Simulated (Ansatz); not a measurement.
# BN: changing the functional

The cell as given:

Space group F-43m (No. 216). a = 3.626 Å, b = 3.626 Å, c = 3.626 Å, α = 90.00°, β = 90.00°, γ = 90.00°
```tsv
atom	site	symmetry	x	y	z
N	4d	-43m	0.2500	0.2500	0.7500
B	4a	-43m	0.0000	0.0000	0.0000
```

Kept alike: task relaxation of cell and atoms; k mesh 13 × 13 × 13; occupations fermi-dirac, width 0.05 eV; no spin polarisation. Program: Ansatz, Ansatz PAW. Cutoffs run from 420 to 500 eV. The mesh is that of the run's cell of 2 atoms. No spin-orbit coupling.

| functional | volume (Å³/atom) |
| --- | --- |
| BLYP | 6.064 |
| LDA | 5.738 |
| PBE | 5.953 |
| PBEsol | 5.860 |
| RPBE | 6.047 |
| r2SCAN | 5.879 |
| revPBE | 6.025 |

The relaxations keep at least the cell's symmetry (F-43m). Relaxations stop with a little pressure left, so the last digits of a volume or edge aren't settled. Ansatz's relaxations hold a Pulay term in the stress (up to 1.4 GPa here). All rows use potentials made for PBE.

Task: What does the functional change here?

Result: The volume runs from 5.738 (LDA) to 6.064 Å³/atom (BLYP). From PBE: BLYP +0.111; LDA -0.215; PBEsol -0.093; RPBE +0.094; r2SCAN -0.074; revPBE +0.072. Measured: 5.906 Å³/atom at 295 K (arxiv:cond-mat/0702656); nearest r2SCAN, 0.03 Å³/atom off. The runs are for a static lattice.
